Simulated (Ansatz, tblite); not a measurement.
## A script for PbS (GFN2-xTB)

These are simulated results from tblite 0.8.0, not measurements. The cell began as a database structure and was relaxed with r2SCAN+rVV10 in plane waves (Ansatz 0.2.0). All runs are without spin polarisation.

The symmetry is Cmcm (No. 63, orthorhombic); a = 4.127 Å, b = 11.739 Å, c = 4.260 Å in the conventional setting, 25.80 Å³ an atom. Pb has 5 S at 2.68–2.97 Å; S has 5 Pb at 2.68–2.97 Å.

tblite solves periodic systems at the zone centre alone, so the script builds a cluster of 2×1×2 conventional cells (32 atoms), which folds in a coarse mesh of k points.

run.py reads:

```python
import json
from ase import Atoms
from ase.build import make_supercell
from ase.units import Bohr, GPa, Hartree
from tblite.interface import Calculator

atoms = Atoms(['Pb', 'Pb', 'S', 'S'],
              cell=[[2.063748, -5.869276, 0.0], [2.063748, 5.869276, 0.0], [0.0, 0.0, 4.260442]],
              scaled_positions=[[0.872277, 0.127723, 0.75], [0.127723, 0.872277, 0.25], [0.64368, 0.35632, 0.75], [0.35632, 0.64368, 0.25]],
              pbc=True)
cluster = make_supercell(atoms, [[2, 2, 0], [-1, 1, 0], [0, 0, 2]])
calc = Calculator('GFN2-xTB', cluster.numbers, cluster.positions / Bohr, lattice=cluster.cell[:] / Bohr, periodic=cluster.pbc)
calc.set('temperature', 0.02 / Hartree)
calc.set('max-iter', 150)
res = calc.singlepoint()
levels = res.get('orbital-energies') * Hartree
nv = round(res.get('orbital-occupations').sum() / 2)
cells = len(cluster) // len(atoms)
out = {'energy_per_cell': res.get('energy') * Hartree / cells, 'homo': levels[nv - 1], 'lumo': levels[nv],
       'stress': (-res.get('virial') * Hartree / cluster.get_volume() / GPa).tolist(), 'charges': res.get('charges')[:len(atoms)].tolist(), 'electrons': 2 * nv / cells}
json.dump(out, open('results.json', 'w'))
for key, value in out.items():
    print(key, value)
```

Command: `python run.py`. It took 1.9 s on 1 thread of Arm Neoverse V1, on a shared host, peak memory 0.095 GiB.

Output:

```
------------------------------------------------------------
  cycle        total energy    energy error   density error
------------------------------------------------------------
      1     -89.53167737717  -8.9624133E+01   3.5134027E-01
      2     -90.48914614654  -9.5746877E-01   1.3032644E-01
      3     -90.53326443645  -4.4118290E-02   8.9876832E-02
      4     -90.51663791648   1.6626520E-02   4.4317334E-02
      5     -90.53303305647  -1.6395140E-02   1.2707379E-02
      6     -90.53429202047  -1.2589640E-03   1.5526304E-03
      7     -90.53430595479  -1.3934319E-05   1.9304131E-04
      8     -90.53430546443   4.9036005E-07   1.6833076E-04
      9     -90.53430599176  -5.2732805E-07   8.9675554E-06
------------------------------------------------------------

 total:                                   1.283 sec
energy_per_cell -307.9454935987376
homo -9.93328331774387
lumo -8.605571578094722
stress [[0.7751094965610449, 9.081390585030812e-15, 2.4985381482383404e-15], [9.071710981138523e-15, -2.130472540357221, -7.826605999127098e-08], [2.4887955910380504e-15, -7.826606000398374e-08, 0.8421468812724991]]
charges [0.5731915874016902, 0.5731916372617167, -0.5731917941646603, -0.5731917063799185]
electrons 20.0
```

The cycle table is in hartree for the whole cluster, and the lines after it are in eV (the energy for one cell). The printed stress is in GPa and positive in compression, and the pressure is its mean diagonal.

GFN2-xTB gives a gap of 1.33 eV. On the same cell, plane-wave PBE (Ansatz, 6×6×6 k points and the special points) gives a gap of 1.09 eV and r2SCAN a gap of 1.36 eV; on shared hosts these took about 10 and 25 core-seconds on the 4-atom cell, against 1.9 for the script. Spin-orbit coupling, left out in all these runs, can cut or reorder the gap by tenths of an eV, up to about 1 eV with Pb or Bi. xTB was fitted to molecules, so gaps, charges and pressures of solids can be far off, and the gap also depends on the size of the cluster.

The same script was run on cells scaled at fixed shape and fractional coordinates:

| volume (Å³/atom) | energy (meV/atom) | pressure (GPa, positive in compression) | gap (eV) |
| --- | --- | --- | --- |
| 22.71 | 68.3 | 8.23 | 1.44 |
| 24.25 | 14.7 | 3.29 | 1.37 |
| 25.80 | 0.0 | -0.17 | 1.33 |
| 27.35 | 13.5 | -2.37 | 1.29 |
| 28.90 | 40.6 | -4.31 | 1.26 |

The pressure crosses zero near 25.7 Å³/atom, but the curve is too rough for a fit.

xTB was fitted mostly to molecules, and a small cluster samples few k points, so gaps, pressures and kinks along a curve can be far from a solid's.

Spin-orbit coupling is left out; in compounds of Pb, Bi, Tl or Hg it can lower a gap by up to about 1 eV, split its edges or invert the bands.
